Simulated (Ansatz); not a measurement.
input.yaml (Ansatz 0.2.0):

```yaml
crystal:
  lattice:
    - [0.0, 2.4303877876, 2.4303877876]
    - [2.4303877876, 0.0, 2.4303877876]
    - [2.4303877876, 2.4303877876, 0.0]
  atoms:
    - { symbol: Ca, position: [0.5, 0.5, 0.5] }
    - { symbol: O, position: [0.0, 0.0, 0.0] }
basis:
  ecutwfc: 420
  ecutrho_ratio: 4
kpoints:
  mp_grid: { grid: [12, 12, 12] }
hamiltonian:
  xc: pbe
scf:
  occupations: { method: gaussian, width: 0.05 }
output:
  forces: true
  stress: true
  eigenvalues: true
```

Launched as:
```sh
ansatz run input.yaml --threads 2 --pin off --max-ram 2662MiB --backend cpu --events-out ev --progress --plain --runs-dir out
```

The compound is reported in the structure type of the start.

Q: Before reading the output: what should come out?

A: Pressure -1.9 GPa, gap on the mesh 3.66 eV (PBE, scalar-relativistic).

Q: About how long does the run take on 2 threads of Arm Neoverse V1, with other jobs on the host, and how much memory does it need?

A: About 0.98 s, with a peak of 0.28 GiB.

Output, machine lines left out:

```
Pseudopotentials: kind: paw
Pseudopotential: Ca, paw, valence charge 10, recommended cutoff 420 eV (normal), Ca.paw.azcp
Pseudopotential: O, paw, valence charge 6, recommended cutoff 420 eV (normal), O.paw.azcp
Crystal: 2 atoms, lattice volume = 28.712 Å³
Basis set: ecut = 420 eV, 537 PW (Γ), exchange–correlation on 48×48×48 points (8 copies of the dense FFT grid, shifted against one another)
Bands: 12, of which v1, the nominal top of the filled ones, is band 8 counted from 1 (7 counted from 0)
Symmetry: 48 space group operations
Space group: Fm-3m (ITA 225), of the structure as read, at distance tolerance 3.1e-5 Å
k-points: 72 of 1728
Initial density: superposition of atomic densities (neutral atoms: chi_scale 0, normalization atom), corrected by the library's trained network
Initial wavefunctions: pseudopotential atomic-orbital guess
Functional: x = pbe(κ = 0.804, μ = 0.21951), c = pbe(β = 0.06672)
```

```
SCF iter   1: F=—  HF=-2387.719721 eV  |F-HF|=—  |Δ(HF+E_count)|=         —  Δρ=1.36e-3  dr2=4.75e-4  ethr=1.77e-3  ⟨swp⟩=6.8  Hψ=5964  notcnv=0
SCF iter   2: F=—  HF=-2387.720007 eV  |F-HF|=—  |Δ(HF+E_count)|=   2.86e-4  Δρ=2.54e-3  dr2=1.78e-3  ethr=2.97e-6  ⟨swp⟩=2.1  Hψ=1986  notcnv=0
SCF iter   3: F=—  HF=-2387.719666 eV  |F-HF|=—  |Δ(HF+E_count)|=   3.41e-4  Δρ=8.45e-4  dr2=2.12e-4  ethr=2.97e-6  ⟨swp⟩=2.0  Hψ=1122  notcnv=0
SCF iter   4: F=—  HF=-2387.719660 eV  |F-HF|=—  |Δ(HF+E_count)|=   6.11e-6  Δρ=5.81e-5  dr2=2.79e-7  ethr=1.33e-6  ⟨swp⟩=2.0  Hψ=1080  notcnv=0
SCF iter   5: F=—  HF=-2387.719691 eV  |F-HF|=—  |Δ(HF+E_count)|=   3.09e-5  Δρ=8.46e-5  dr2=2.25e-6  ethr=1.74e-9  ⟨swp⟩=2.0  Hψ=1368  notcnv=0
SCF iter   6: F=—  HF=-2387.719691 eV  |F-HF|=—  |Δ(HF+E_count)|=   4.32e-7  Δρ=3.50e-5  dr2=3.74e-7  ethr=1.74e-9  ⟨swp⟩=2.0  Hψ=1145  notcnv=0
SCF iter   7: F=-2387.719691 eV  HF=-2387.719691 eV  |F-HF|=4.11e-8  |Δ(HF+E_count)|=   7.46e-8  Δρ=1.26e-5  dr2=4.75e-8  ethr=6.25e-10  ⟨swp⟩=4.0  Hψ=2521  notcnv=0
```

```
SCF 1 converged in 7 iterations: F = -2387.719691 eV  dr2 = 4.75e-8
SCF converged after 7 iterations
Free energy (F): -2387.719691 eV
E sigma→0 (E₀):  -2387.719691 eV
Fermi energy:    9.158816 eV
--- Per-component energies (eV) ---
  E_band       = -107.631604
  E_kinetic    = 455.051863
  E_local      = -909.171092  (includes V_loc(G=0)·N_el)
  E_nonlocal   = 111.370947
  E_hartree    = 301.484282
  E_xc         = -212.992437
  E_vxc        = -267.938724  (∫ρ·V_xc dr)
  E_paw        = -1016.176386  (= ΣΔE_a)
  E_vpaw       = -99.912022  (= ΣTr[D̂ρ^β])
  E_aug_tail   = 0.002413  (compensation charges beyond the density's cutoff)
  E_ewald      = -1117.289281
  E_smearing   =  0.000000  (= −TS)
--- Forces (eV/Å), atoms counted from 1 ---
  atom   1  Ca     0.00000000     0.00000000     0.00000000
  atom   2  O      0.00000000     0.00000000     0.00000000
--- Stress (GPa, compression-positive) ---
       -1.878318       0.000000       0.000000
        0.000000      -1.878318       0.000000
        0.000000       0.000000      -1.878318
  P = ⅓ Tr σ = -1.8783 GPa (-18.783 kbar)
--- Band table (eV; the first three rows and the last of 72) ---
  k-point 0: bands = ["-30.4519", "-11.2394", "-11.2394", "-11.2394", "-8.1243", "7.3288", "7.3288", "7.3288", "11.7891", "13.4804", "13.4804", "13.4804"]
  k-point 1: bands = ["-30.4461", "-11.3224", "-11.2427", "-11.2427", "-8.0363", "7.0756", "7.2371", "7.2371", "12.1121", "13.4530", "13.5942", "13.5942"]
  k-point 2: bands = ["-30.4301", "-11.5300", "-11.2517", "-11.2517", "-7.8145", "6.4927", "7.0021", "7.0021", "12.8896", "13.4447", "13.9168", "13.9168"]
  k-point 71: bands = ["-30.3370", "-11.6086", "-11.6086", "-11.6030", "-7.5631", "6.1022", "6.2759", "6.2759", "13.5447", "13.5447", "15.4863", "16.6413"]
```

Semilocal functionals underestimate band gaps, commonly by a third or more.
